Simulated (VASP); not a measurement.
## HfB2 (nc): relaxation of cell and atoms with PBE

HfB2 (nc):

```xyz
3
Lattice="3.1400 0.0000 0.0000 -1.5700 2.7193 0.0000 0.0000 0.0000 3.4800" Properties=species:S:1:pos:R:3 pbc="T T T"
Hf    0.0000    0.0000    0.0000
B     0.0000    1.8129    1.7400
B     1.5700    0.9064    1.7400
```

- Program: VASP 6.6.1
- Task: relaxation of cell and atoms
- Functional: PBE
- Potentials or basis: VASP PAW PBE potentials, release 64 (Hf_pv, B)
- Cutoff: 600 eV
- k mesh: 15 × 15 × 12
- Occupations: gaussian, width 0.1 eV
- Spin: no spin polarisation
- Dipole correction: no
- Further INCAR settings: ALGO = Normal; EDIFF = 1e-06; IBRION = 2; EDIFFG = -0.002; NSW = 100; ISIF = 3

```
Relaxed volume                         : 9.94 Å³/atom
Relaxed cell                           : a = 3.143 Å, b = 3.143 Å, c = 3.487 Å, α = 90.00°, β = 90.00°, γ = 120.00°
Space group after relaxing (to 0.05 Å) : P6/mmm (No. 191)
Energy gained by relaxing              : 0.1 meV/atom
Ionic steps                            : 4
Pressure after relaxing                : 0.0 GPa
Band gap on the k mesh                 : none (metal or under the smearing width)
```

Step by step:
```tsv
step	energy change (eV)	largest force (eV/Å)	pressure (GPa)	volume (Å³)
1	0.0000	0.0000	0.96	29.71
2	0.0002	0.0000	-1.20	29.97
3	-0.0003	0.0000	-0.02	29.83
4	-0.0004	0.0000	0.01	29.83
```

Final structure:
```cif
data_structure
_symmetry_space_group_name_H-M 'P 1'
_symmetry_Int_Tables_number 1
_cell_length_a 3.1428
_cell_length_b 3.1428
_cell_length_c 3.4871
_cell_angle_alpha 90.000
_cell_angle_beta 90.000
_cell_angle_gamma 120.000
_cell_volume 29.83
loop_
_atom_site_label
_atom_site_type_symbol
_atom_site_fract_x
_atom_site_fract_y
_atom_site_fract_z
_atom_site_occupancy
Hf1 Hf 0.00000 0.00000 0.00000 1
B1 B 0.33333 0.66667 0.50000 1
B2 B 0.66667 0.33333 0.50000 1
```

Levels at points of the mesh, in eV from the Fermi level:
```
           k point  band 5  band 6  band 7  band 8  band 9  band 10  band 11  band 12
(0.00, 0.00, 0.00)   -3.03   -2.91   -2.91   -2.82    3.98     3.98     4.60     4.60
(0.00, 0.00, 0.50)   -8.38   -1.22   -1.22    0.30    0.30     0.97     0.97     2.17
```

Run time: 88 s on 1 thread of Intel(R) Xeon(R) 6975P-C (Granite Rapids) (shared host), peak memory 0.24 GiB.

The run has no spin-orbit coupling, so splittings on Hf are missing. Zero-point motion and thermal expansion aren't in these numbers.
